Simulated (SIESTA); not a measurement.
The system is Pt.

```
Pt
1.0
     0.00000    1.96090    1.96090
     1.96090    0.00000    1.96090
     1.96090    1.96090    0.00000
Pt
1
Direct
  0.00000 0.00000 0.00000
```

| Property | Result |
| --- | --- |
| Program | SIESTA 5.4.2 |
| Task | single point |
| Functional | PBE |
| Potentials or basis | PseudoDojo 0.4 standard (PBE files) |
| Basis | DZP (energy shift 0.003 Ry; two zetas on semicore shells) |
| Grid cutoff | 800 Ry |
| Energy shift | 0.003 Ry |
| k mesh | 12 × 12 × 12 |
| Occupations | fermi-dirac, width 0.05 eV |
| Spin | no spin polarisation |

On this cell: pressure 12.8 GPa; band gap on the k mesh none (metal or under the smearing width).

The same run follows on a disturbed copy (cell strained at random at fixed volume):

```
CELL_PARAMETERS angstrom
-0.01330 1.93575 1.94453
1.97104 0.00303 1.92819
2.00088 1.94926 -0.02681
ATOMIC_POSITIONS crystal
Pt 0.98674 0.01995 0.00694
```

What changes?

The energy (extrapolated to zero smearing) moves by +3.2 meV/atom; pressure 12.8 GPa; band gap on the k mesh none (metal or under the smearing width).

Stress tensor (GPa, compression positive):
```
11.70 -0.76  1.98
-0.76 13.44  0.84
 1.98  0.84 13.38
```

Caveats: short orbitals over semicore shells can move pressures by several GPa; the basis of atomic orbitals isn't converged, which shifts pressures, moduli and gaps.
